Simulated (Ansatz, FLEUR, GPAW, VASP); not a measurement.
## One calculation of CdTe, 5 ways

```
CELL_PARAMETERS angstrom
0.00000 3.20500 3.20500
3.20500 0.00000 3.20500
3.20500 3.20500 0.00000
ATOMIC_POSITIONS crystal
Te 0.75000 0.75000 0.75000
Cd 0.00000 0.00000 0.00000
```

Alike in all runs: task equation of state; functional PBEsol; k mesh 7 × 7 × 7; occupations fermi-dirac, width 0.05 eV; no spin polarisation; no spin-orbit coupling.

| program and potentials | plane-wave cutoff (eV) | notes | equilibrium volume (Å³/atom) | bulk modulus (GPa) |
| --- | --- | --- | --- | --- |
| Ansatz, Ansatz PAW | 420 | potentials made for PBE, which Ansatz adapts in part | 34.16 | 41.3 |
| GPAW, PAW data sets generated for this functional | 600 | - | 33.87 | 42.0 |
| Ansatz, all-electron LAPW, scalar-relativistic | - | - | 34.17 | 41.4 |
| VASP, PBE PAW files Cd, Te, 520 eV | 520 | potentials made for PBE | 34.30 | 41.2 |
| FLEUR, all-electron, FLAPW | - | - | 34.17 | 41.7 |

The equilibrium volume spans 33.87 (GPAW, PAW data sets generated for this functional) to 34.30 Å³/atom (VASP, PBE PAW files Cd, Te, 520 eV), with all-electron results at 34.17. The bulk modulus spans 41.2 (VASP, PBE PAW files Cd, Te, 520 eV) to 42.0 GPa (GPAW, PAW data sets generated for this functional), with all-electron results at 41.4 to 41.7.

The functional is the same throughout but for its coding, so the spread measures potentials, basis and numerics; runs on potential files found faulty are left out.
